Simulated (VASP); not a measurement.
# KBr: dielectric tensor with LDA

**What was measured.**

From a printed reference work, monograph, for a bulk crystal of KBr: high-frequency dielectric constant 2.36.

KBr:

```xyz
2
Lattice="0.0000 3.1909 3.1909 3.1909 0.0000 3.1909 3.1909 3.1909 0.0000" Properties=species:S:1:pos:R:3 pbc="T T T"
K     0.0000    0.0000    0.0000
Br    3.1909    3.1909    3.1909
```

```
Program                : VASP 6.6.1
Task                   : dielectric tensor
Functional             : LDA
Potentials or basis    : VASP PAW LDA potentials, release 64 (K_sv, Br)
Cutoff                 : 600 eV
k mesh                 : 12 × 12 × 12
Occupations            : gaussian, width 0.03 eV
Spin                   : no spin polarisation
Monkhorst-Pack mesh    : yes
Further INCAR settings : ALGO = Normal; EDIFF = 1e-08
```

```
Electronic dielectric tensor (diagonal) : 2.75
Born charges (mean of the diagonal)     : K +1.10; Br -1.10 e
```

Levels at points of the mesh, in eV from the valence-band top:
```
           k point  band 6  band 7  band 8  band 9  band 10  band 11
(0.04, 0.04, 0.04)   -0.03    0.00    0.00    4.38     7.33     7.37
```

Electronic dielectric tensor:
```
2.75 0.00 0.00
0.00 2.75 0.00
0.00 0.00 2.75
```

Born effective charge tensors (e):
atom 1, K
```
1.10 0.00 0.00
0.00 1.10 0.00
0.00 0.00 1.10
```
atom 2, Br
```
-1.10  0.00  0.00
 0.00 -1.10  0.00
 0.00  0.00 -1.10
```

Run time: 27 min on 1 thread of Intel(R) Xeon(R) 6975P-C (Granite Rapids), on a shared host, peak memory 1.1 GiB.

Measured high-frequency dielectric constant of KBr: 2.36 (a printed reference work, monograph). This calculation gives 2.75 (+16.7 %).
